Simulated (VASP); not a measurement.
# Bi (Im-3m) in VASP: further runs

Aim: see how the results for Bi move with the level of theory and the settings. Levels: PBEsol+D3(BJ), PBE. Tasks: single point.

All numbers are computed with VASP 6.6.1; they aren't measurements. Logs are shortened: lines on timing, memory, paths and dates and some standing lists are left out, and cuts for length are marked.

## (1) The structure

Symmetry: Im-3m, No. 229, cubic system. The conventional cell has a = 3.963 Å, b = 3.963 Å, c = 3.963 Å, α = 90.00°, β = 90.00°, γ = 90.00°. Bi (site symmetry m-3m) is surrounded by 8 Bi at 3.43 Å.

This isn't the form of Bi at room conditions, which is rhombohedral.

## (2) Single point, PBEsol+D3(BJ), non-collinear spin, zero start, spin-orbit coupling

Input file INCAR:

```
  ALGO = Normal
  EDIFF = 1E-6
  ENCUT = 520
  GGA = PS
  GGA_COMPAT = F
  ISIF = 2
  ISMEAR = 0
  IVDW = 12
  LASPH = T
  LCHARG = F
  LNONCOLLINEAR = T
  LORBIT = 11
  LORBMOM = T
  LREAL = F
  LSORBIT = T
  LWAVE = F
  MAGMOM = 0 0 0
  NBANDS = 26
  NELM = 150
  PREC = Accurate
  SIGMA = 0.1
```

Input file KPOINTS:

```
k-points
0
Gamma
  9 9 9
```

Input file POSCAR:

```
Bi
1.0
    3.4319383500      0.0000000000      0.0000000000
   -1.1439794497      3.2356625066      0.0000000000
   -1.1439794497     -1.6178312528      2.8021659291
Bi
1
Direct
    0.0000000000      0.0000000000      0.0000000000
```

Potentials or basis: VASP PAW PBE potentials, release 64 (Bi_d).

On the command line:

```
$ cat potpaw_PBE.64/Bi_d/POTCAR > POTCAR
$ mpirun -np 1 vasp_ncl > vasp.out
```

OUTCAR:

```text
EDIFF = 1E-6
   ENCUT = 520
   GGA = PS
   ISIF = 2
   ISMEAR = 0
   IVDW = 12
   LASPH = T
   LNONCOLLINEAR = T
   LORBIT = 11
   LREAL = F
   LSORBIT = T
   NELM = 150
   PREC = Accurate
 IVDW          = 12

 ion  position               nearest neighbor table
   1  0.000  0.000  0.000-

  LATTYP: Found a body centered cubic cell.
 ALAT       =     3.9628610604

  Lattice vectors:

 A1 = (   3.4319383500,   0.0000000000,   0.0000000000)
 A2 = (  -1.1439794497,   3.2356625066,   0.0000000000)
 A3 = (  -1.1439794497,  -1.6178312528,   2.8021659291)

Analysis of symmetry for initial positions (statically):
=====================================================================
 Subroutine PRICEL returns:
 Original cell was already a primitive cell.

 Routine SETGRP: Setting up the symmetry group for a
 body centered cubic supercell.

 Subroutine GETGRP returns: Found 48 space group operations
 (whereof 48 operations were pure point group operations)
 out of a pool of 48 trial point group operations.

The static configuration has the point symmetry O_h .

Analysis of symmetry for dynamics (positions and initial velocities):
=====================================================================
 Subroutine PRICEL returns:
 Original cell was already a primitive cell.

 Routine SETGRP: Setting up the symmetry group for a
 body centered cubic supercell.

 Subroutine GETGRP returns: Found 48 space group operations
 (whereof 48 operations were pure point group operations)
 out of a pool of 48 trial point group operations.

The dynamic configuration has the point symmetry O_h .

Analysis of structural, dynamic, and magnetic symmetry:
=====================================================================
 Subroutine PRICEL returns:
 Original cell was already a primitive cell.

 Routine SETGRP: Setting up the symmetry group for a
 body centered cubic supercell.

 Subroutine GETGRP returns: Found 48 space group operations
 (whereof 48 operations were pure point group operations)
 out of a pool of 48 trial point group operations.

The overall configuration has the point symmetry O_h .

 Subroutine INISYM returns: Found 48 space group operations
 (whereof 48 operations are pure point group operations),
 and found     1 'primitive' translations

----------------------------------------------------------------------------------------

                                     Primitive cell

  volume of cell :      31.1169

  direct lattice vectors                    reciprocal lattice vectors
     3.431938350  0.000000000  0.000000000     0.291380526  0.103018573  0.178433402
    -1.143979450  3.235662507  0.000000000     0.000000000  0.309055718  0.178433402
    -1.143979450 -1.617831253  2.802165929     0.000000000  0.000000000  0.356866804

  length of vectors
     3.431938350  3.431938350  3.431938350     0.356866804  0.356866804  0.356866804

  position of ions in fractional coordinates (direct lattice)
     0.000000000  0.000000000  0.000000000

  ion indices of the primitive-cell ions
   primitive index   ion index
                 1           1

----------------------------------------------------------------------------------------

 KPOINTS: k-points

Automatic generation of k-mesh.
 Grid dimensions read from file:
 generate k-points for:    9    9    9

 Generating k-lattice:

  Cartesian coordinates                     Fractional coordinates (reciprocal lattice)
     0.032375614  0.011446508  0.019825934     0.111111111  0.000000000 -0.000000000
     0.000000000  0.034339524  0.019825934     0.000000000  0.111111111 -0.000000000
     0.000000000  0.000000000  0.039651867     0.000000000  0.000000000  0.111111111

  Length of vectors
     0.039651867  0.039651867  0.039651867

  Shift w.r.t. Gamma in fractional coordinates (k-lattice)
     0.000000000  0.000000000  0.000000000

 Subroutine IBZKPT returns following result:
[... 42 lines left out ...]
   ICHARG =      2    charge: 1-file 2-atom 10-const
   ISPIN  =      1    spin polarized calculation?
   LNONCOLLINEAR =      T non collinear calculations
   LSORBIT =      T    spin-orbit coupling
   LASPH  =      T    aspherical Exc in radial PAW
   ENCUT  =  520.0 eV  38.22 Ry    6.18 a.u.   6.38  6.38  6.38*2*pi/ulx,y,z
   NELM   =    150;   NELMIN=  2; NELMDL= -5     # of ELM steps
   EDIFF  = 0.1E-05   stopping-criterion for ELM
   LREAL  =      F    real-space projection
[... 7 lines left out ...]
   TEBEG  =    0.0;   TEEND  =   0.0 temperature during run
   PSTRESS=    0.0 pullay stress
   NELECT =      15.0000    total number of electrons
   NUPDOWN=      -1.0000    fix difference up-down
   EMIN   =  10.00;   EMAX   =-10.00  energy-range for DOS
   EFERMI =   0.00;   METHOD = LEGACY
   ISMEAR =     0;   SIGMA  =   0.10  broadening in eV -4-tet -1-fermi 0-gaus
   EFERMI_NEDOS =   21; number of points for ismear=-14 and -15
   IALGO  =     38    algorithm
   IMIX   =      4    mixing-type and parameters
     AMIX     =   0.40;   BMIX     =  1.00
     AMIX_MAG =   1.60;   BMIX_MAG =  1.00
  volume/ion in A,a.u.               =      31.12       209.99
  Fermi-wavevector in a.u.,A,eV,Ry     =   1.283630  2.425708 22.418388  1.647705
  Thomas-Fermi vector in A             =   2.415871
   LORBIT       =     11    0 simple, 1 ext, 2 COOP (PROOUT), +10 PAW based schemes
   GGA     = PS    functional components
   LHFCALC =     F    Hartree Fock is set to
   AEXX    =    0.0000 exact exchange contribution
   IVDW    =    12    specifies the selected vdW correction
   LEPSILON=     F    determine dielectric tensor
   LRPA    =     F    only Hartree local field effects (RPA)
 Gauss-broadening in eV      SIGMA  =   0.10
  energy-cutoff  :      520.00
  volume of cell :       31.12
 maximum number of plane-waves:      1774
 NGX is ok and might be reduce to    28
   NGX = 13   NGY = 13   NGZ = 13

 number of electron      14.9999994 magnetization      -0.0000000     -0.0000000     -0.0000000

 number of electron      14.9999994 magnetization       0.0000000      0.0000000      0.0000000

 number of electron      14.9999994 magnetization       0.0000000     -0.0000000     -0.0000000

 number of electron      14.9999994 magnetization      -0.0000000      0.0000000      0.0000000

 Free energy of the ion-electron system (eV)
  ---------------------------------------------------
  ext. energy  EPLUGINS =         0.00000000
  ---------------------------------------------------
  free energy    TOTEN  =        -5.03880261 eV

  energy without entropy =       -5.03627754  energy(sigma->0) =       -5.03754008

 E-fermi :   7.5105     XC(G=0): -10.4110

 val. band max:        7.4854566273   @ k =  -0.4444  -0.4444   0.3333
 cond. band min:       7.7950377206   @ k =  -0.3333   0.3333   0.3333
 fundamental gap:      0.3095810932
 Fermi energy:         7.5104529706

 k-point     1 :       0.0000    0.0000    0.0000
  band No.  band energies     occupation
      1     -16.7393      1.00000
      2     -16.7393      1.00000
      3     -16.7393      1.00000
      4     -16.7393      1.00000
      5     -13.8443      1.00000
      6     -13.8443      1.00000
[... 685 lines left out ...]
     25      19.1597      0.00000
     26      19.1597      0.00000

 [... further k-points ...]

------------------------ aborting loop because EDIFF is reached ----------------------------------------

 Edisp (eV)   -0.52323

 E8    (eV) :    -0.3742

  FORCE on cell =-STRESS in cart. coord.  units (eV):
  Direction    XX          YY          ZZ          XY          YZ          ZX
  --------------------------------------------------------------------------------------
  -------------------------------------------------------------------------------------
  Total      -0.71666    -0.71666    -0.71666    -0.00000    -0.00000    -0.00000
  in kB     -36.90008   -36.90008   -36.90008    -0.00000    -0.00000    -0.00000
  external pressure =      -36.90 kB  Pullay stress =        0.00 kB

 VOLUME and BASIS-vectors are now :
 -----------------------------------------------------------------------------
  energy-cutoff  :      520.00
  volume of cell :       31.12
      direct lattice vectors                 reciprocal lattice vectors
     3.431938350  0.000000000  0.000000000     0.291380526  0.103018573  0.178433402
    -1.143979450  3.235662507  0.000000000     0.000000000  0.309055718  0.178433402
    -1.143979450 -1.617831253  2.802165929     0.000000000  0.000000000  0.356866804

 POSITION                                       TOTAL-FORCE (eV/Angst)
 -----------------------------------------------------------------------------------
      0.00000      0.00000      0.00000        -0.000000      0.000000      0.000000
 -----------------------------------------------------------------------------------
    total drift:                                0.000000      0.000000      0.000000

  FREE ENERGIE OF THE ION-ELECTRON SYSTEM (eV)
  ---------------------------------------------------
  free  energy   TOTEN  =        -5.5620351223 eV

  energy  without entropy=       -5.5595100515  energy(sigma->0) =       -5.56077259

 orbital moment (x)

 # of ion     p       d       tot
 ----------------------------------------
  1        -0.000   0.000   0.000
 ----------------------------------------
           -0.000   0.000   0.000

 orbital moment (y)

 # of ion     p       d       tot
 ----------------------------------------
  1         0.000  -0.000   0.000
 ----------------------------------------
            0.000  -0.000   0.000

 orbital moment (z)

 # of ion     p       d       tot
 ----------------------------------------
  1         0.000   0.000   0.000
 ----------------------------------------
            0.000   0.000   0.000

 Spin-Orbit-Coupling matrix elements

 Ion:    1  E_soc:     -1.7308258
 l=   1
     0.0000000    -0.2222198    -0.2222198
    -0.2222198     0.0000000    -0.2222198
    -0.2222198    -0.2222198     0.0000000
 l=   2
     0.0000000    -0.0132480     0.0000000    -0.0132444    -0.0530032
    -0.0132480     0.0000000    -0.0397551    -0.0132480    -0.0132517
     0.0000000    -0.0397551     0.0000000    -0.0397496     0.0000000
    -0.0132444    -0.0132480    -0.0397496     0.0000000    -0.0132535
    -0.0530032    -0.0132517     0.0000000    -0.0132535     0.0000000
 l=   3
     0.0000000     0.0000000     0.0000000     0.0000000     0.0000000     0.0000000     0.0000000
     0.0000000     0.0000000     0.0000000     0.0000000     0.0000000     0.0000000     0.0000000
     0.0000000     0.0000000     0.0000000     0.0000000     0.0000000     0.0000000     0.0000000
     0.0000000     0.0000000     0.0000000     0.0000000     0.0000000     0.0000000     0.0000000
     0.0000000     0.0000000     0.0000000     0.0000000     0.0000000     0.0000000     0.0000000
     0.0000000     0.0000000     0.0000000     0.0000000     0.0000000     0.0000000     0.0000000
     0.0000000     0.0000000     0.0000000     0.0000000     0.0000000     0.0000000     0.0000000

 total charge

# of ion       s       p       d       tot
------------------------------------------
    1        1.540   1.275   9.920  12.736

 magnetization (x)

# of ion       s       p       d       tot
------------------------------------------
    1        0.000  -0.000  -0.000   0.000

 magnetization (y)

# of ion       s       p       d       tot
------------------------------------------
    1        0.000  -0.000  -0.000   0.000

 magnetization (z)

# of ion       s       p       d       tot
------------------------------------------
    1        0.000   0.000  -0.000   0.000
```

Run time: 56 s. Hardware: 1 thread of AMD EPYC 7R13 (Zen 3), shared host; peak memory 0.23 GiB.

What came out:

```yaml
Free_energy: -5.5620 eV
Pressure: -3.7 GPa
Net_moment: 0.00 μB per cell
Valence_electrons_inside_the_program's_atomic_spheres: Bi 12.74
Dispersion_energy_per_atom: -0.523 eV
```

Moments on the atoms (μB; x, y, z):
```
Bi  0.00 0.00 0.00
```

Caveat: the PAW data sets were made with another functional, which shifts forces and pressure a little.

## (3) Single point, PBE

Input file INCAR:

```
SYSTEM = Bi
  PREC = Accurate
  ENCUT = 520
  EDIFF = 1E-6
  ISMEAR = -1
  SIGMA = 0.02
  LREAL = .FALSE.
  LASPH = .TRUE.
  NELM = 100
  ALGO = Normal
  ISIF = 2
  LWAVE = .FALSE.
  LCHARG = .FALSE.
  GGA = PE
  NBANDS = 14
```

Input file KPOINTS:

```
Automatic mesh
0
G
  5 5 5
  0 0 0
```

Input file POSCAR:

```
Bi
1.0
   -1.9814305318      1.9814305318      1.9814305318
    1.9814305318     -1.9814305318      1.9814305318
    1.9814305318      1.9814305318     -1.9814305318
Bi
1
Direct
    0.0000000000      0.0000000000      0.0000000000
```

Potentials or basis: VASP PAW PBE potentials, release 64 (Bi_d).

On the command line:

```
$ cat potpaw_PBE.64/Bi_d/POTCAR > POTCAR
$ mpirun -np 1 vasp_std > vasp.out
```

It took 3.3 s on 1 thread of Intel Xeon Platinum 8488C (Sapphire Rapids), shared host; peak memory 0.15 GiB.

It converged, with:

- Free energy: -3.6464 eV
- Pressure: 1.2 GPa
- Band gap on the k mesh: none (metal or under the smearing width)

Levels at points of the mesh, in eV from the Fermi level:
```csv
k point,band 4,band 5,band 6,band 7,band 8,band 9,band 10,band 11
"(0.00, 0.00, 0.00)",-23.16,-23.16,-13.77,4.87,4.87,4.87,8.88,10.22
```

Caveat: the k mesh is coarse (spacing up to 0.45 Å⁻¹), so the values aren't converged; spin-orbit coupling is left out, which moves the levels of the heavy elements.

## (4) Single point, PBE, non-collinear spin, typed start, spin-orbit coupling

Input file INCAR:

```
  PREC = Accurate
  ENCUT = 520
  EDIFF = 1E-7
  ISMEAR = 1
  SIGMA = 0.025
  LREAL = False
  LASPH = True
  NELM = 150
  ALGO = Normal
  ISIF = 2
  LWAVE = False
  LCHARG = True
  MAGMOM = 0.5 0 0
  LORBIT = 11
  LSORBIT = True
  GGA_COMPAT = False
  LORBMOM = True
  GGA = PE
  LVHAR = True
  NBANDS = 26
```

Input file KPOINTS:

```
regular mesh
0
Gamma
  7 7 7
```

POSCAR is that of step 3.

On the command line:

```
$ cat potpaw_PBE.64/Bi_d/POTCAR > POTCAR
$ mpirun -np 1 vasp_ncl > vasp.out
```

Run time: 52 s. Hardware: 1 thread of Intel Xeon Platinum 8488C (Sapphire Rapids), shared host; peak memory 0.27 GiB.

It converged, with:

* Free energy: -4.5586 eV
* Pressure: 2.3 GPa
* Net moment: 0.00 μB per cell
* Valence electrons inside the program's atomic spheres: Bi 12.75

Moments on the atoms (μB; x, y, z):
```
Bi  0.00 0.00 0.00
```

## (5) The runs side by side

| level | spin | k mesh | smearing | mesh quality | pressure (GPa) | moment (μB) |
| --- | --- | --- | --- | --- | --- | --- |
| PBEsol+D3(BJ) | non-collinear, zero start, SOC | 9 × 9 × 9 | gaussian 0.1 eV | not flagged | -3.7 | 0.00 |
| PBE | off | 5 × 5 × 5 | fermi-dirac 0.02 eV | coarse | 1.2 | - |
| PBE | non-collinear, typed start, SOC | 7 × 7 × 7 | methfessel-paxton 0.025 eV | not flagged | 2.3 | 0.00 |

Alike in all rows: task single point; potentials or basis VASP PAW PBE potentials, release 64 (Bi_d); cell as given; cutoff (eV) 520.

Caveats: some runs use coarse meshes; the PAW data sets were made with another functional, which shifts forces and pressure a little (some runs); spin-orbit coupling is left out, which moves the levels of the heavy elements (some runs).

Absolute energies hang on the potentials; compare differences alone.
